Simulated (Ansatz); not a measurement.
Sensitivity of the gradients in Zr3N4 to the input

Cell: a Materials Project structure (computed, not necessarily an observed phase), taken as it stands.

Space group I-43d (No. 220); a = 6.7752 Å.

```
site  Wyckoff  site symmetry       x       y       z
  Zr      12a           -4..  0.0000  0.7500  0.1250
   N      16c            .3.  0.3152  0.3152  0.3152
```

One atom of each set is listed; the run and its k-mesh use a cell of 14 atoms with edges of 5.87, 5.87, 5.87 Å.

Reference run. Method: Kohn–Sham DFT in Ansatz, PBE, plane waves and PAW (field gradients read without the response of the frozen cores, which leaves them typically 4 to 6 % off), scalar-relativistic, 420 eV cutoff, Γ-centred 6×6×6 k-points, Fermi–Dirac smearing 0.02 eV.

Question: The input is changed as follows: `hamiltonian.xc`: pbe → revpbe; `kpoints.mp_grid.shift`: not typed → [0.5, 0.5, 0.5]. What happens to V_zz (10²¹ V/m²) and η?

Answer: 

```
site  V_zz reference  η reference  V_zz changed  η changed
  Zr           12.24         0.00         12.15       0.00
   N            0.79         0.00          0.80       0.00
```

The largest change of V_zz is on Zr, from 12.24 to 12.15. In per cent, |V_zz| changes by -1 on Zr, +1 on N (all sites that start above 0.5). Its pressure is 5 GPa, against 2 GPa in the reference run. SCF iterations: 6 and 6.

On the reference run: Without spin–orbit coupling (the program notes it for Zr) the gradients can shift somewhat, as the gap is small. With a gap of 0.7 eV on this mesh, small gradients can still move by 0.1 × 10²¹ V/m² or more as the k-mesh gets denser.
